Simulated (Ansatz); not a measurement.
The system is C.

```
C
1.0
     0.00000    1.78337    1.78337
     1.78337    0.00000    1.78337
     1.78337    1.78337    0.00000
C
2
Direct
  0.75000 0.75000 0.75000
  0.50000 0.50000 0.50000
```

This isn't the form of C at room conditions, which is graphite.

```yaml
Program: Ansatz 0.2.0
Task: single point
Functional: PBEsol
Potentials_or_basis: all-electron LAPW, scalar-relativistic
Cutoff: 449 eV (chosen from the basis error)
Basis_error_allowed: 0.001 eV/atom
k_mesh: 13 × 13 × 13
Occupations: fermi-dirac, width 0.05 eV
Spin: no spin polarisation
```

On this cell: pressure -4.8 GPa; largest force zero by symmetry; band gap on the k mesh 4.02 eV, indirect (least direct gap 5.55 eV).

The same run follows on a disturbed copy (atoms moved at random, drawn with an rms of 0.05 Å):

```
C
1.0
     0.00000    1.78337    1.78337
     1.78337    0.00000    1.78337
     1.78337    1.78337    0.00000
C
2
Direct
  0.74778 0.75306 0.75416
  0.48928 0.49860 0.49360
```

Q: What does the disturbed cell give?

A: The energy moves by +20.9 meV/atom; pressure -4.0 GPa; largest force 1.653 eV/Å; band gap on the k mesh 3.11 eV, indirect (least direct gap 3.94 eV).

Forces on the atoms (eV/Å):
```
C   -0.893 -1.177 -0.742
C    0.893  1.177  0.742
```

Stress tensor (GPa, compression positive):
```
-3.98 -0.43 -1.13
-0.43 -4.09 -0.69
-1.13 -0.69 -3.94
```

Caveats: an odd mesh through Γ misses points on the zone boundary, where band edges often lie.
